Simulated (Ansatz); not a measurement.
Na under changes of volume

One of the cells (37.168 Å³/atom); the others are scaled copies at fixed shape and fractional positions:

```
Na
1.0
     3.70038    0.00000    0.00000
    -1.85019    3.20463    0.00000
     0.00000    0.00000   12.53732
Na
4
Direct
  0.66667 0.33333 0.75000
  0.00000 0.00000 0.50000
  0.33333 0.66667 0.25000
  0.00000 0.00000 0.00000
```

This isn't the form of Na at room conditions, which is bcc.

| Item | Value |
| --- | --- |
| Program | Ansatz 0.2.0 |
| Functional | PBE |
| Potentials or basis | Ansatz PAW |
| Cutoff | 420 eV (not typed: the program's choice for these potentials) |
| k mesh | 8 × 8 × 3 |
| Occupations | fermi-dirac, width 0.05 eV |
| Spin | no spin polarisation |

```tsv
volume (Å³/atom)	energy over the lowest point (meV/atom)	pressure (GPa)
34.938	3.34	0.5
35.681	1.39	0.3
36.425	?	?
37.168	0.00	0.0
37.911	0.40	-0.2
38.655	1.46	-0.3
39.398	3.10	-0.4
```

Question: What does the run at 36.425 Å³/atom give?

Answer: Energy over the lowest point 0.31 meV/atom; pressure 0.2 GPa.

Worked out: A Birch-Murnaghan fit of order 3 (a polynomial in V^(-2/3)) to the other rows has its minimum at 37.10 Å³/atom with B0 = V·E''(V) = 7.7 GPa and B' = 3.7 at fixed shape and positions, which overstates the stiffness. It gives 0.30 meV/atom at 36.425 Å³/atom, against the run's 0.31, and -dE/dV = 0.1 GPa, against 0.2.

Energies are extrapolated to zero smearing.
